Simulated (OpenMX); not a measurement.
## SrO under changes of volume

One of the cells (16.901 Å³/atom); the others are scaled copies at fixed shape and fractional positions:

```
Sr O
1.0
     0.00000    2.56630    2.56630
     2.56630    0.00000    2.56630
     2.56630    2.56630    0.00000
Sr O
1 1
Direct
  0.50000 0.50000 0.50000
  0.00000 0.00000 0.00000
```

```yaml
Program: OpenMX 3.8.5
Functional: LDA
Potentials_or_basis: OpenMX 2013 LDA set, Sr10.0-s3p2d2, O6.0-s2p2d1, fixed grid of 36 × 36 × 36 points
k_mesh: 9 × 9 × 9
Occupations: fermi-dirac, width 0.05 eV
Spin: no spin polarisation
```

```csv
volume (Å³/atom),energy over the lowest point (meV/atom),gap on the mesh (eV)
15.887,2.36,2.67
16.225,0.00,2.72
16.563,2.27,2.75
16.901,?,?
17.239,18.94,2.82
17.577,32.42,2.85
17.915,48.84,2.87
```

Task: What does the run at 16.901 Å³/atom give?

Result: Energy over the lowest point 8.70 meV/atom; gap on the mesh 2.79 eV.

Worked out: A Birch-Murnaghan fit of order 3 (a polynomial in V^(-2/3)) to the other rows has its minimum at 16.22 Å³/atom with B0 = V·E''(V) = 107 GPa and B' = 4.6. It gives 8.76 meV/atom at 16.901 Å³/atom, against the run's 8.70. A parabola through the other rows of the gap, of slope 1.65 eV per unit of ln V there, gives 2.79 eV, against the run's 2.79.

Energies are extrapolated to zero smearing.

Caveats: an odd mesh through Γ misses points on the zone boundary, where band edges often lie; the basis of atomic orbitals isn't converged, which shifts pressures, moduli and gaps. Spin-orbit coupling on Sr is left out.
